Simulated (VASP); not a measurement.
# Cd (Fm-3m) in VASP: a series of runs

One crystal, Cd, is run at these levels: r2SCAN, LAK, r2SCAN+D3(BJ); tasks: relaxation of cell and atoms.

Program: VASP 6.6.1. These are calculated values, not measurements. Logs are shortened: lines on timing, memory, paths and dates and some standing lists are left out, and cuts for length are marked.

## (1) The crystal as given

Symmetry: Fm-3m, No. 225, cubic system. Conventional cell: a = 4.436 Å, b = 4.436 Å, c = 4.436 Å, α = 90.00°, β = 90.00°, γ = 90.00°. Cd (site symmetry m-3m) is surrounded by 12 Cd at 3.14 Å.

This isn't the form of Cd at room conditions, which is hcp.

## (2) Relaxation of cell and atoms, r2SCAN

Input file INCAR:

```
SYSTEM = Cd
PREC = Accurate
ENCUT = 600
EDIFF = 1E-6
ISMEAR = 1
SIGMA = 0.1
LREAL = .False.
LASPH = .True.
NELM = 60
ALGO = Normal
ISIF = 3
LWAVE = .False.
LCHARG = .False.
METAGGA = R2SCAN
LMIXTAU = .True.
IBRION = 2
NSW = 60
EDIFFG = -0.01
```

Input file KPOINTS:

```
regular mesh
0
Gamma
  10 10 10
  0 0 0
```

Input file POSCAR:

```
Cd
1.0
    0.0000000000      2.2181497500      2.2181497500
    2.2181497500      0.0000000000      2.2181497500
    2.2181497500      2.2181497500      0.0000000000
Cd
1
Direct
    0.0000000000      0.0000000000      0.0000000000
```

Potentials or basis: VASP PAW PBE potentials, release 64 (Cd).

Launch:

```sh
cat potpaw_PBE.64/Cd/POTCAR > POTCAR
mpirun -np 1 vasp_std > vasp.out
```

OUTCAR:

```text
SYSTEM = Cd
   PREC = Accurate
   ENCUT = 600
   EDIFF = 1E-6
   ISMEAR = 1
   LREAL = .False.
   LASPH = .True.
   NELM = 60
   ISIF = 3
   METAGGA = R2SCAN
   IBRION = 2
   NSW = 60
   EDIFFG = -0.01

 ion  position               nearest neighbor table
   1  0.000  0.000  0.000-

  LATTYP: Found a face centered cubic cell.
 ALAT       =     4.4362995000

  Lattice vectors:

 A1 = (   0.0000000000,   2.2181497500,   2.2181497500)
 A2 = (   2.2181497500,   0.0000000000,   2.2181497500)
 A3 = (   2.2181497500,   2.2181497500,   0.0000000000)

Analysis of symmetry for initial positions (statically):
=====================================================================
 Subroutine PRICEL returns:
 Original cell was already a primitive cell.

 Routine SETGRP: Setting up the symmetry group for a
 face centered cubic supercell.

 Subroutine GETGRP returns: Found 48 space group operations
 (whereof 48 operations were pure point group operations)
 out of a pool of 48 trial point group operations.

The static configuration has the point symmetry O_h .

Analysis of symmetry for dynamics (positions and initial velocities):
=====================================================================
 Subroutine PRICEL returns:
 Original cell was already a primitive cell.

 Routine SETGRP: Setting up the symmetry group for a
 face centered cubic supercell.

 Subroutine GETGRP returns: Found 48 space group operations
 (whereof 48 operations were pure point group operations)
 out of a pool of 48 trial point group operations.

The dynamic configuration has the point symmetry O_h .

 Subroutine INISYM returns: Found 48 space group operations
 (whereof 48 operations are pure point group operations),
 and found     1 'primitive' translations

----------------------------------------------------------------------------------------

                                     Primitive cell

  volume of cell :      21.8274

  direct lattice vectors                    reciprocal lattice vectors
     0.000000000  2.218149750  2.218149750    -0.225413095  0.225413095  0.225413095
     2.218149750  0.000000000  2.218149750     0.225413095 -0.225413095  0.225413095
[... 143 lines left out ...]
  in kB        0.7507004      0.7507004      0.7507004     -0.0000000      0.0000000     -0.0000000
  external PRESSURE =       0.7507004 kB  Pullay stress =       0.0000000 kB

 VOLUME and BASIS-vectors are now :
 -----------------------------------------------------------------------------
  energy-cutoff  :      600.00
  volume of cell :       21.83
      direct lattice vectors                 reciprocal lattice vectors
     0.000000000  2.218149750  2.218149750    -0.225413095  0.225413095  0.225413095
     2.218149750  0.000000000  2.218149750     0.225413095 -0.225413095  0.225413095
     2.218149750  2.218149750  0.000000000     0.225413095  0.225413095 -0.225413095

 POSITION                                       TOTAL-FORCE (eV/Angst)
 -----------------------------------------------------------------------------------
      0.00000      0.00000      0.00000         0.000000      0.000000      0.000000
 -----------------------------------------------------------------------------------
    total drift:                               -0.000000     -0.000000     -0.000000

  FREE ENERGIE OF THE ION-ELECTRON SYSTEM (eV)
  ---------------------------------------------------
  free  energy   TOTEN  =       -20.0753039725 eV

  energy  without entropy=      -20.0752125168  energy(sigma->0) =      -20.07527349

--------------------------------------- Ionic step        2  -------------------------------------------

 number of electron      12.0000002 magnetization

 Free energy of the ion-electron system (eV)
  ---------------------------------------------------
  ext. energy  EPLUGINS =         0.00000000
  ---------------------------------------------------
  free energy    TOTEN  =       -20.07531243 eV

  energy without entropy =      -20.07523641  energy(sigma->0) =      -20.07528709

 E-fermi :   2.9616     XC(G=0): -11.7544

 val. band max:        2.9369646636   @ k =  -0.4000   0.3000   0.0000
 cond. band min:       2.9801126697   @ k =  -0.4000   0.4000   0.0000
 fundamental gap:      0.0431480061
 Fermi energy:         2.9616403205

 k-point     1 :       0.0000    0.0000    0.0000
  band No.  band energies     occupation
      1      -6.7883      2.00000
      2      -6.7883      2.00000
      3      -6.7883      2.00000
      4      -6.3382      2.00000
      5      -6.3282      2.00000
      6      -6.3282      2.00000
      7      17.2077      0.00000
      8      18.4841      0.00000
      9      18.4841      0.00000
     10      18.4841      0.00000
[... 287 lines left out ...]
 k-point    24 :       0.4000    0.3000    0.0000
  band No.  band energies     occupation
      1      -7.2828      2.00000
      2      -7.0964      2.00000
      3      -6.1903      2.00000
      4      -6.1544      2.00000
      5      -5.9679      2.00000
      6      -1.4861      2.00000
      7       8.9358      0.00000
      8       9.7889      0.00000
      9      11.2719      0.00000
     10      14.6572      0.00000

 [... further k-points ...]

------------------------ aborting loop because EDIFF is reached ----------------------------------------

  FORCE on cell =-STRESS in cart. coord.  units (eV):
  Direction    XX          YY          ZZ          XY          YZ          ZX
  --------------------------------------------------------------------------------------
  -------------------------------------------------------------------------------------
  Total        0.0009099      0.0009099      0.0009099     -0.0000000     -0.0000000     -0.0000000
  in kB        0.0666922      0.0666922      0.0666922     -0.0000000     -0.0000000     -0.0000000
  external PRESSURE =       0.0666922 kB  Pullay stress =       0.0000000 kB

 VOLUME and BASIS-vectors are now :
 -----------------------------------------------------------------------------
  energy-cutoff  :      600.00
  volume of cell :       21.86
      direct lattice vectors                 reciprocal lattice vectors
    -0.000000000  2.219244162  2.219244162    -0.225301933  0.225301933  0.225301933
     2.219244162 -0.000000000  2.219244162     0.225301933 -0.225301933  0.225301933
     2.219244162  2.219244162 -0.000000000     0.225301933  0.225301933 -0.225301933

 POSITION                                       TOTAL-FORCE (eV/Angst)
 -----------------------------------------------------------------------------------
      0.00000      0.00000      0.00000         0.000000      0.000000      0.000000
 -----------------------------------------------------------------------------------
    total drift:                               -0.000000     -0.000000     -0.000000

  FREE ENERGIE OF THE ION-ELECTRON SYSTEM (eV)
  ---------------------------------------------------
  free  energy   TOTEN  =       -20.0753124287 eV

  energy  without entropy=      -20.0752364108  energy(sigma->0) =      -20.07528709

 reached required accuracy - stopping structural energy minimisation
```

Run time: 52 s. Hardware: 1 thread of Intel Xeon 6975P-C (Granite Rapids), shared host; peak memory 0.16 GiB.

What came out:

```yaml
Free_energy: -20.0753 eV
Relaxed_volume: 21.86 Å³/atom
Relaxed_cell: a = 3.138 Å, b = 3.138 Å, c = 3.138 Å, α = 60.00°, β = 60.00°, γ = 60.00°
Space_group_after_relaxing_to_0.05_Å: Fm-3m (No. 225)
Energy_gained_by_relaxing: 0.0 meV/atom
Ionic_steps: 2
Pressure_after_relaxing: 0.0 GPa
Band_gap_on_the_k_mesh: none (metal or under the smearing width)
```

Final structure:
```
CELL_PARAMETERS angstrom
0.00000 2.21924 2.21924
2.21924 0.00000 2.21924
2.21924 2.21924 0.00000
ATOMIC_POSITIONS crystal
Cd 0.00000 0.00000 0.00000
```

Caveat: the PAW data sets were made with another functional, which shifts forces and pressure a little.

## (3) Relaxation of cell and atoms, LAK

Input file INCAR:

```
PREC = Accurate
ENCUT = 600
EDIFF = 1E-7
ISMEAR = 1
SIGMA = 0.1
LREAL = F
LASPH = T
NELM = 80
ALGO = Normal
ISIF = 3
LWAVE = F
LCHARG = F
METAGGA = LAK
LMIXTAU = T
IBRION = 2
NSW = 60
EDIFFG = -0.01
```

Input file KPOINTS:

```
Automatic mesh
0
Gamma
  10 10 10
```

POSCAR is that of step 2.

Potentials or basis: VASP PAW PBE potentials, release 64 (Cd).

Launch:

```sh
cat potpaw_PBE.64/Cd/POTCAR > POTCAR
mpirun -np 1 vasp_std > vasp.out
```

OUTCAR:

```text
PREC = Accurate
   ENCUT = 600
   EDIFF = 1E-7
   ISMEAR = 1
   LREAL = F
   LASPH = T
   NELM = 80
   ISIF = 3
   METAGGA = LAK
   IBRION = 2
   NSW = 60
   EDIFFG = -0.01

 ion  position               nearest neighbor table
   1  0.000  0.000  0.000-

  LATTYP: Found a face centered cubic cell.
 ALAT       =     4.4362995000

  Lattice vectors:

 A1 = (   0.0000000000,   2.2181497500,   2.2181497500)
 A2 = (   2.2181497500,   0.0000000000,   2.2181497500)
 A3 = (   2.2181497500,   2.2181497500,   0.0000000000)

Analysis of symmetry for initial positions (statically):
=====================================================================
 Subroutine PRICEL returns:
 Original cell was already a primitive cell.

 Routine SETGRP: Setting up the symmetry group for a
 face centered cubic supercell.

 Subroutine GETGRP returns: Found 48 space group operations
 (whereof 48 operations were pure point group operations)
 out of a pool of 48 trial point group operations.

The static configuration has the point symmetry O_h .

Analysis of symmetry for dynamics (positions and initial velocities):
=====================================================================
 Subroutine PRICEL returns:
 Original cell was already a primitive cell.

 Routine SETGRP: Setting up the symmetry group for a
 face centered cubic supercell.

 Subroutine GETGRP returns: Found 48 space group operations
 (whereof 48 operations were pure point group operations)
 out of a pool of 48 trial point group operations.

The dynamic configuration has the point symmetry O_h .

 Subroutine INISYM returns: Found 48 space group operations
 (whereof 48 operations are pure point group operations),
 and found     1 'primitive' translations

----------------------------------------------------------------------------------------

[... 131 lines left out ...]

 number of electron      12.0000002 magnetization

 Free energy of the ion-electron system (eV)
  ---------------------------------------------------
  ext. energy  EPLUGINS =         0.00000000
  ---------------------------------------------------
  free energy    TOTEN  =        29.87586399 eV

  energy without entropy =       29.87589414  energy(sigma->0) =       29.87587404

------------------------ aborting loop because EDIFF is reached ----------------------------------------

  FORCE on cell =-STRESS in cart. coord.  units (eV):
  Direction    XX          YY          ZZ          XY          YZ          ZX
  --------------------------------------------------------------------------------------
  -------------------------------------------------------------------------------------
  Total        0.7545426      0.7545426      0.7545426     -0.0000000      0.0000000      0.0000000
  in kB       55.3849460     55.3849460     55.3849460     -0.0000000      0.0000000      0.0000000
  external PRESSURE =      55.3849460 kB  Pullay stress =       0.0000000 kB
[... 57 lines left out ...]
--------------------------------------- Ionic step        3  -------------------------------------------

 number of electron      12.0000000 magnetization

 Free energy of the ion-electron system (eV)
  ---------------------------------------------------
  ext. energy  EPLUGINS =         0.00000000
  ---------------------------------------------------
  free energy    TOTEN  =        29.83310823 eV

  energy without entropy =       29.83289355  energy(sigma->0) =       29.83303667

 E-fermi :   2.5907     XC(G=0): -10.8131

 val. band max:        2.5274919134   @ k =  -0.4000   0.2000   0.0000
 cond. band min:       2.7318198711   @ k =  -0.3000   0.4000   0.1000
 fundamental gap:      0.2043279577
 Fermi energy:         2.5906621895

 k-point     1 :       0.0000    0.0000    0.0000
  band No.  band energies     occupation
      1      -7.0891      2.00000
      2      -7.0891      2.00000
      3      -7.0890      2.00000
      4      -6.7486      2.00000
      5      -6.7486      2.00000
      6      -5.7778      2.00000
      7      16.1474      0.00000
      8      17.0593      0.00000
      9      17.0594      0.00000
     10      17.0594      0.00000
[... 287 lines left out ...]
 k-point    24 :       0.4000    0.3000    0.0000
  band No.  band energies     occupation
      1      -7.4612      2.00000
      2      -7.2933      2.00000
      3      -6.6370      2.00000
      4      -6.5982      2.00000
      5      -6.4711      2.00000
      6      -1.4084      2.00000
      7       8.1329      0.00000
      8       8.9725      0.00000
      9      10.4888      0.00000
     10      13.3501      0.00000

 [... further k-points ...]

------------------------ aborting loop because EDIFF is reached ----------------------------------------

  FORCE on cell =-STRESS in cart. coord.  units (eV):
  Direction    XX          YY          ZZ          XY          YZ          ZX
  --------------------------------------------------------------------------------------
  -------------------------------------------------------------------------------------
  Total        0.0010992      0.0010992      0.0010992     -0.0000000      0.0000000      0.0000000
  in kB        0.0718021      0.0718021      0.0718021     -0.0000000      0.0000000      0.0000000
  external PRESSURE =       0.0718021 kB  Pullay stress =       0.0000000 kB
[... 16 lines left out ...]
  FREE ENERGIE OF THE ION-ELECTRON SYSTEM (eV)
  ---------------------------------------------------
  free  energy   TOTEN  =        29.8331082256 eV

  energy  without entropy=       29.8328935534  energy(sigma->0) =       29.83303667

 reached required accuracy - stopping structural energy minimisation
```

CONTCAR:

```text
Cd
   1.00000000000000
     0.0000000000000000    2.3060736487106754    2.3060736487106750
     2.3060736487106754    0.0000000000000000    2.3060736487106750
     2.3060736487106754    2.3060736487106754    0.0000000000000000
  Cd
     1
Direct
     0.0000000000000000    0.0000000000000000    0.0000000000000000

  0.00000000E+00  0.00000000E+00  0.00000000E+00
```

Run time: 2.1 min. Hardware: 1 thread of Intel Xeon 6975P-C (Granite Rapids), shared host; peak memory 0.18 GiB.

What came out:

```
Free energy                            : 29.8331 eV
Relaxed volume                         : 24.53 Å³/atom
Relaxed cell                           : a = 3.261 Å, b = 3.261 Å, c = 3.261 Å, α = 60.00°, β = 60.00°, γ = 60.00°
Space group after relaxing (to 0.05 Å) : Fm-3m (No. 225)
Energy gained by relaxing              : 42.8 meV/atom
Ionic steps                            : 3
Pressure after relaxing                : 0.0 GPa
Band gap on the k mesh                 : none (metal or under the smearing width)
```

Step by step:
```tsv
step	energy change (eV)	largest force (eV/Å)	pressure (GPa)	volume (Å³)
1	0.0000	0.0000	5.54	21.83
2	-0.0424	0.0000	0.35	24.30
3	-0.0428	0.0000	0.01	24.53
```

Final structure:
```yaml
crystal:
  lattice:
    - [0.00000, 2.30607, 2.30607]
    - [2.30607, 0.00000, 2.30607]
    - [2.30607, 2.30607, 0.00000]
  atoms:
    - { symbol: Cd, position: [0.00000, 0.00000, 0.00000] }
```

Caveat: the PAW data sets were made with another functional, which shifts forces and pressure a little.

[end of part 1 of 2]
